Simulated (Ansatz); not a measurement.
ZrSe2:

```
CELL_PARAMETERS angstrom
3.79800 0.00000 0.00000
-1.89900 3.28916 0.00000
0.00000 0.00000 6.19200
ATOMIC_POSITIONS crystal
Zr 0.00000 0.00000 0.00000
Se 0.66667 0.33333 0.75000
Se 0.33333 0.66667 0.25000
```

* Program: Ansatz 0.2.0
* Task: relaxation of cell and atoms
* Functional: BLYP
* Dispersion: D4
* Potentials or basis: Ansatz PAW
* Cutoff: 420 eV (not typed: the program's choice for these potentials)
* k mesh: 8 × 8 × 5
* Occupations: fermi-dirac, width 0.05 eV
* Spin: no spin polarisation

At the start: volume 25.78 Å³/atom.

Problem. How do energy, volume and symmetry change on relaxing?

Solution. It ends after 4 steps and the volume is 25.56 Å³/atom (-0.9 %); space group P-3m1 (No. 164, to 0.05 Å).

Step by step:
```csv
step,energy change (eV),largest force (eV/Å),volume (Å³)
1,0.0000,0.4718,77.35
2,-0.0223,0.0242,76.89
3,-0.0225,0.0025,76.67
4,-0.0224,0.0024,76.67
```

Final structure:
```
Zr Se
1.0
     3.80712    0.00000    0.00000
    -1.90356    3.29706    0.00000
     0.00000    0.00000    6.10841
Zr Se
1 2
Direct
  0.00000 0.00000 0.00000
  0.66667 0.33333 0.74077
  0.33333 0.66667 0.25923
```

Caveat: the plane-wave basis is chosen anew once the cell has moved, so the energies of steps on either side of that aren't comparable; the PAW data sets come from PBE, with cores solved anew for the run's functional, which leaves a small shift of forces and pressure.
